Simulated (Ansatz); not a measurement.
A run of Ansatz 0.2.0 is set up as follows.

File input.yaml:

```yaml
crystal:
  lattice:
    - [0.0, 2.625, 2.625]
    - [2.625, 0.0, 2.625]
    - [2.625, 2.625, 0.0]
  atoms:
    - { symbol: Zr, position: [0.0, 0.0, 0.0] }
    - { symbol: S, position: [0.5, 0.5, 0.5] }
kpoints:
  mp_grid: { grid: [9, 9, 9] }
scf:
  occupations: { method: fermi_dirac, width: 0.05 }
hamiltonian:
  xc: blyp
  pseudopotentials: { kind: all_electron, lapw: { basis_error: 0.001 } }
output:
  forces: true
  stress: true
relax:
  f_tol: 0.01
  max_steps: 60
  cell: {}
```

Potentials or basis: all-electron LAPW, scalar-relativistic.

The run is started by

```sh
$ ansatz run input.yaml --threads 1 --pin off --max-ram 3072MiB --backend cpu --events-out ev --progress --plain --runs-dir out
```

Problem. What does it give for the relaxed cell?

Solution. a = 3.766 Å, b = 3.766 Å, c = 3.766 Å, α = 60.00°, β = 60.00°, γ = 60.00°.

Problem. What does it give for the space group after relaxing (to 0.05 Å)?

Solution. Fm-3m (No. 225).

Problem. What does it give for the relaxed volume?

Solution. 18.88 Å³/atom.

Step by step:
```csv
step,energy change (eV),largest force (eV/Å),volume (Å³)
1,0.0000,0.0000,36.18
2,-0.0190,0.0000,38.63
3,-0.0258,0.0000,37.83
4,-0.0259,0.0000,37.76
5,-0.0259,0.0000,37.76
```

BLYP gives volumes clearly too large for solids. Zero-point motion and thermal expansion aren't in these numbers.
